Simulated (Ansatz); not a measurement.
Runs of Ansatz 0.2.0 on CdS. It takes space group Fm-3m (No. 225, cubic). The conventional cell has a = 5.506 Å, b = 5.506 Å, c = 5.506 Å, α = 90.00°, β = 90.00°, γ = 90.00°. Cd (site symmetry m-3m) is surrounded by 6 S at 2.75 Å. S (site symmetry m-3m) is surrounded by 6 Cd at 2.75 Å. Measurements of this composition are mostly on another form, of space group No. 186.

```csv
task,level,potentials or basis,k mesh,cutoff (eV),smearing,phonons,basis error allowed,gap on the mesh (eV),pressure (GPa)
phonons,PBE,"all-electron LAPW, scalar-relativistic",8 × 8 × 8,201,fermi-dirac 0.05 eV,-,0.002 eV/atom,0.26,-
elastic constants,PBE,"all-electron LAPW, scalar-relativistic",6 × 6 × 6,201,fermi-dirac 0.05 eV,-,0.002 eV/atom,0.26,-0.4
phonons,PBEsol,all-electron PAW datasets made for the crystal,8 × 8 × 8,290,fermi-dirac 0.05 eV,method dfpt,-,0.14,-
single point,PBE,"all-electron LAPW, scalar-relativistic",5 × 5 × 5,189,fermi-dirac 0.04 eV,-,0.002 eV/atom,0.76,(a)
```

Alike in all rows: no spin polarisation; cell as given.

Problem. Fill in the values left out.

Solution. (a) -0.3.

Caveats: the program warned that the printed levels may be off, so bands, gaps and densities of states are rough (some runs); an odd mesh through Γ misses points on the zone boundary, where band edges often lie (some runs).

A k mesh can miss the band edges, and the runs leave out spin-orbit coupling on Cd.

The runs don't all hold the same shells in valence.
